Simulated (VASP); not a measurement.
# PbS (Galena) (Fm-3m) in VASP: further runs, part 2 of 4

VASP 6.6.1.

### 3 Optical spectrum, PBEsol

INCAR

```
SYSTEM = PbS
ALGO = Normal
CSHIFT = 0.1
EDIFF = 1E-7
ENCUT = 520
GGA = PS
ISIF = 2
ISMEAR = 0
LASPH = .TRUE.
LCHARG = .FALSE.
LOPTICS = .TRUE.
LREAL = .FALSE.
LWAVE = .FALSE.
NBANDS = 58
NEDOS = 2000
NELM = 80
PREC = Accurate
SIGMA = 0.02
```

KPOINTS

```
k-points
0
G
  8 8 8
  0 0 0
```

POSCAR

```
PbS
1.0
    0.0000000000      2.9657500000      2.9657500000
    2.9657500000      0.0000000000      2.9657500000
    2.9657500000      2.9657500000      0.0000000000
Pb S
1 1
Direct
    0.0000000000      0.0000000000      0.0000000000
    0.5000000000      0.5000000000      0.5000000000
```

Potentials or basis: VASP PAW PBE potentials, release 64 (Pb_d, S).

Command:

```sh
> cat potpaw_PBE.64/Pb_d/POTCAR potpaw_PBE.64/S/POTCAR > POTCAR
> mpirun -np 1 vasp_std > vasp.out
```

OUTCAR:

```text
SYSTEM = PbS
   EDIFF = 1E-7
   ENCUT = 520
   GGA = PS
   ISIF = 2
   ISMEAR = 0
   LASPH = .TRUE.
   LREAL = .FALSE.
   NELM = 80
   PREC = Accurate

 ion  position               nearest neighbor table
   1  0.000  0.000  0.000-   2 2.97   2 2.97   2 2.97   2 2.97   2 2.97   2 2.97
   2  0.500  0.500  0.500-   1 2.97   1 2.97   1 2.97   1 2.97   1 2.97   1 2.97

  LATTYP: Found a face centered cubic cell.
 ALAT       =     5.9315000000

  Lattice vectors:

 A1 = (   0.0000000000,   2.9657500000,   2.9657500000)
 A2 = (   2.9657500000,   0.0000000000,   2.9657500000)
 A3 = (   2.9657500000,   2.9657500000,   0.0000000000)

Analysis of symmetry for initial positions (statically):
=====================================================================
 Subroutine PRICEL returns:
 Original cell was already a primitive cell.

 Routine SETGRP: Setting up the symmetry group for a
 face centered cubic supercell.

 Subroutine GETGRP returns: Found 48 space group operations
 (whereof 48 operations were pure point group operations)
 out of a pool of 48 trial point group operations.

The static configuration has the point symmetry O_h .

Analysis of symmetry for dynamics (positions and initial velocities):
=====================================================================
 Subroutine PRICEL returns:
 Original cell was already a primitive cell.

 Routine SETGRP: Setting up the symmetry group for a
 face centered cubic supercell.

 Subroutine GETGRP returns: Found 48 space group operations
 (whereof 48 operations were pure point group operations)
 out of a pool of 48 trial point group operations.

The dynamic configuration has the point symmetry O_h .

 Subroutine INISYM returns: Found 48 space group operations
 (whereof 48 operations are pure point group operations),
 and found     1 'primitive' translations

----------------------------------------------------------------------------------------

                                     Primitive cell

  volume of cell :      52.1715

  direct lattice vectors                    reciprocal lattice vectors
     0.000000000  2.965750000  2.965750000    -0.168591419  0.168591419  0.168591419
     2.965750000  0.000000000  2.965750000     0.168591419 -0.168591419  0.168591419
     2.965750000  2.965750000  0.000000000     0.168591419  0.168591419 -0.168591419

[... 128 lines left out ...]
  free energy    TOTEN  =        -9.45560271 eV

  energy without entropy =       -9.45560271  energy(sigma->0) =       -9.45560271

 E-fermi :   5.7902     XC(G=0):  -9.8873

 val. band max:        5.6878188598   @ k =   0.5000   0.0000   0.0000
 cond. band min:       5.9423959391   @ k =   0.5000   0.0000   0.0000
 fundamental gap:      0.2545770792
 Fermi energy:         5.7901716819

 k-point     1 :       0.0000    0.0000    0.0000
  band No.  band energies     occupation
      1     -11.0545      2.00000
      2     -11.0545      2.00000
      3     -11.0545      2.00000
      4     -11.0412      2.00000
      5     -11.0412      2.00000
      6      -7.9153      2.00000
[... 589 lines left out ...]
     21      21.6287      0.00000
     22      23.2235      0.00000

 [... further k-points ...]

 [bands above 22 left out]

------------------------ aborting loop because EDIFF is reached ----------------------------------------

  FORCE on cell =-STRESS in cart. coord.  units (eV):
  Direction    XX          YY          ZZ          XY          YZ          ZX
  --------------------------------------------------------------------------------------
  -------------------------------------------------------------------------------------
  Total       -0.2916660     -0.2916660     -0.2916660     -0.0000000     -0.0000000      0.0000000
  in kB       -8.9570038     -8.9570038     -8.9570038     -0.0000000     -0.0000000      0.0000000
  external PRESSURE =      -8.9570038 kB  Pullay stress =       0.0000000 kB

 VOLUME and BASIS-vectors are now :
 -----------------------------------------------------------------------------
  energy-cutoff  :      520.00
  volume of cell :       52.17
      direct lattice vectors                 reciprocal lattice vectors
     0.000000000  2.965750000  2.965750000    -0.168591419  0.168591419  0.168591419
     2.965750000  0.000000000  2.965750000     0.168591419 -0.168591419  0.168591419
     2.965750000  2.965750000  0.000000000     0.168591419  0.168591419 -0.168591419

 POSITION                                       TOTAL-FORCE (eV/Angst)
 -----------------------------------------------------------------------------------
      0.00000      0.00000      0.00000         0.000000      0.000000      0.000000
      2.96575      2.96575      2.96575         0.000000      0.000000      0.000000
 -----------------------------------------------------------------------------------
    total drift:                                0.000000     -0.000000     -0.000000

  FREE ENERGIE OF THE ION-ELECTRON SYSTEM (eV)
  ---------------------------------------------------
  free  energy   TOTEN  =        -9.4556027120 eV

  energy  without entropy=       -9.4556027120  energy(sigma->0) =       -9.45560271

 electrical conductivity sigma (Mega S m-1) (frequency dependency in vasprun.xml)
  --------------------------------------------------------------------------------------
       0.000      -0.000      -0.000
      -0.000       0.000       0.000
      -0.000       0.000       0.000

  frequency dependent IMAGINARY DIELECTRIC FUNCTION (independent particle, no local field effects) density-density
     E(ev)      X         Y         Z        XY        YZ        ZX
  --------------------------------------------------------------------------------------------------------------
     0.00000     0.00000     0.00000     0.00000     0.00000     0.00000     0.00000
     0.77683     1.20918     1.20918     1.20918    -0.00000    -0.00000     0.00000
     1.55366     8.52894     8.52894     8.52894     0.00000     0.00000    -0.00000
     2.33050    12.04536    12.04536    12.04536    -0.00000    -0.00000     0.00000
     3.10733    28.52177    28.52177    28.52177    -0.00000    -0.00000     0.00000
     3.88416    10.83364    10.83364    10.83364    -0.00000     0.00000     0.00000
[... 92 lines left out ...]
    76.12951     0.00038     0.00038     0.00038    -0.00000    -0.00000    -0.00000
    76.90634     0.00036     0.00036     0.00036    -0.00000    -0.00000    -0.00000

  frequency dependent      REAL DIELECTRIC FUNCTION (independent particle, no local field effects) density-density
     E(ev)        X           Y           Z          XY          YZ          ZX
  --------------------------------------------------------------------------------------------------------------
     0.00000    35.09040    35.09040    35.09040    -0.00000    -0.00000     0.00000
     0.77683    16.33774    16.33774    16.33774    -0.00000     0.00000    -0.00000
     1.55366    18.41240    18.41240    18.41240    -0.00000    -0.00000     0.00000
     2.33050    29.39072    29.39072    29.39072    -0.00000    -0.00000     0.00000
     3.10733   -18.00985   -18.00985   -18.00985     0.00000     0.00000    -0.00000
     3.88416     2.80801     2.80801     2.80801     0.00000     0.00000     0.00000
[... 92 lines left out ...]
    76.12951     0.89534     0.89534     0.89534     0.00000     0.00000    -0.00000
    76.90634     0.89823     0.89823     0.89823     0.00000     0.00000    -0.00000

  frequency dependent IMAGINARY DIELECTRIC FUNCTION (independent particle, no local field effects) current-current
     E(ev)      X         Y         Z        XY        YZ        ZX
  --------------------------------------------------------------------------------------------------------------
     0.00000   167.08216   167.08216   167.08216     0.00000     0.00000     0.00000
     0.77683     5.13824     5.13824     5.13824    -0.00000    -0.00000     0.00000
     1.55366    10.72334    10.72334    10.72334    -0.00000    -0.00000     0.00000
     2.33050    14.48355    14.48355    14.48355    -0.00000    -0.00000     0.00000
     3.10733    27.24775    27.24775    27.24775     0.00000    -0.00000    -0.00000
     3.88416    10.92612    10.92612    10.92612     0.00000     0.00000     0.00000
[... 92 lines left out ...]
    76.12951     0.00011     0.00011     0.00011     0.00000    -0.00000    -0.00000
    76.90634     0.00010     0.00010     0.00010     0.00000    -0.00000    -0.00000

  frequency dependent      REAL DIELECTRIC FUNCTION (independent particle, no local field effects) current-current
     E(ev)        X           Y           Z          XY          YZ          ZX
  --------------------------------------------------------------------------------------------------------------
     0.00000    23.88924    23.88924    23.88924     0.00000     0.00000     0.00000
     0.77683    16.34821    16.34821    16.34821    -0.00000    -0.00000    -0.00000
     1.55366    17.37777    17.37777    17.37777     0.00000     0.00000    -0.00000
     2.33050    28.38229    28.38229    28.38229    -0.00000     0.00000    -0.00000
     3.10733   -19.77577   -19.77577   -19.77577     0.00000     0.00000     0.00000
     3.88416     2.27720     2.27720     2.27720     0.00000     0.00000     0.00000
[... 92 lines left out ...]
    76.12951     0.89539     0.89539     0.89539     0.00000    -0.00000     0.00000
    76.90634     0.89828     0.89828     0.89828     0.00000    -0.00000     0.00000
```

It took 49 s on 1 thread of Intel Xeon Platinum 8488C (Sapphire Rapids), shared host; peak memory 0.23 GiB.

What came out:

```yaml
Free_energy: -9.4556 eV
Pressure: -0.9 GPa
Band_gap_on_the_k_mesh: 0.25 eV, direct
```

Dielectric function (mean over the directions given):
```
energy (eV)  real part  imaginary part
       0.31      11.20           19.50
       0.93      18.02            1.13
       1.63      20.10            5.94
       2.33      29.39           12.05
       2.95      -3.90           53.33
       3.65      -3.53            7.68
       4.35      -6.55           14.86
       5.05      -3.84            3.87
       5.67      -3.58            4.62
       6.37      -1.50            3.56
       7.07      -1.01            3.85
       7.69      -0.70            2.42
       8.39      -0.55            4.07
       9.09      -0.22            3.20
       9.79      -1.13            1.87
      10.41      -0.44            1.63
      11.11      -0.83            1.59
      11.81      -0.91            1.28
      12.51      -1.01            1.13
      13.13      -0.80            0.81
      13.83      -0.36            0.57
      14.53      -0.21            0.49
      15.15      -0.06            0.44
      15.85       0.16            0.32
      16.55       0.26            0.38
      17.25       0.43            0.33
      17.87       0.62            0.40
      18.57       0.58            0.70
      19.27       0.27            0.70
      19.96       0.45            0.77
```

Caveat: spectra need much finer meshes, so this one isn't converged; independent-particle spectra lack excitons; the PAW data sets were made with another functional, which shifts forces and pressure a little; spin-orbit coupling is left out, which as a rule narrows the gap of such compounds by several tenths of an eV. A k mesh can miss the band edges.

[end of part 2 of 4]
